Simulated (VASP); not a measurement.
## PbO: single point with PBEsol

The system is PbO.

```
Pb O
1.0
     5.91282    0.00000    0.00000
     0.00000    5.52571    0.00000
     0.00000    0.00000    4.71264
Pb O
4 4
Direct
  0.23040 0.01076 0.75000
  0.76960 0.98924 0.25000
  0.76960 0.51076 0.75000
  0.23040 0.48924 0.25000
  0.86380 0.90823 0.75000
  0.13620 0.09177 0.25000
  0.13620 0.40823 0.75000
  0.86380 0.59177 0.25000
```

The cell is a database's computed one.

* Program: VASP 6.6.1
* Task: single point
* Functional: PBEsol
* Potentials or basis: VASP PAW PBE potentials, release 64 (Pb_d, O)
* Cutoff: 520 eV
* k mesh: 6 × 6 × 6
* Occupations: gaussian, width 0.5 eV
* Spin: no spin polarisation

```json
{
 "Pressure": "0.0 GPa",
 "Largest force": "0.004 eV/Å",
 "Band gap on the k mesh": "2.03 eV, indirect (least direct gap 2.30 eV)"
}
```

Forces in eV/Å, atoms in the order of the input:
```
Pb   0.001 -0.001  0.000
Pb  -0.001  0.001  0.000
Pb  -0.001 -0.001  0.000
Pb   0.001  0.001  0.000
O   -0.003  0.002  0.000
O    0.003 -0.002  0.000
O    0.003  0.002  0.000
O   -0.003 -0.002  0.000
```

Levels at points of the mesh, in eV from the valence-band top:
| k point | band 37 | band 38 | band 39 | band 40 | band 41 | band 42 | band 43 | band 44 |
| --- | --- | --- | --- | --- | --- | --- | --- | --- |
| (0.00, 0.00, 0.00) | -1.32 | -1.21 | -0.34 | -0.06 | 3.29 | 3.79 | 4.59 | 5.22 |
| (0.50, 0.00, 0.00) | -1.37 | -0.66 | -0.50 | 0.00 | 2.65 | 3.08 | 3.73 | 4.76 |
| (0.00, 0.50, 0.00) | -0.97 | -0.97 | -0.19 | -0.19 | 3.95 | 3.95 | 4.81 | 4.81 |
| (0.50, 0.50, 0.00) | -0.64 | -0.64 | -0.49 | -0.49 | 2.99 | 2.99 | 4.02 | 4.02 |
| (0.00, 0.00, 0.50) | -0.79 | -0.79 | -0.26 | -0.26 | 4.05 | 4.05 | 4.84 | 4.84 |
| (0.50, 0.00, 0.50) | -0.49 | -0.49 | -0.39 | -0.39 | 3.09 | 3.09 | 3.59 | 3.59 |
| (0.00, 0.50, 0.50) | -0.77 | -0.77 | -0.77 | -0.77 | 3.35 | 3.35 | 3.35 | 3.35 |
| (0.50, 0.50, 0.50) | -0.54 | -0.54 | -0.54 | -0.54 | 2.43 | 2.43 | 2.43 | 2.43 |

Wall time 8.9 min on 1 thread of Intel(R) Xeon(R) Platinum 8559C (Emerald Rapids), on a shared host, peak memory 0.48 GiB.

Caveat: the PAW data sets were made with another functional, which shifts forces and pressure a little; spin-orbit coupling is left out, which as a rule narrows the gap of such compounds by several tenths of an eV. A k mesh can miss the band edges.
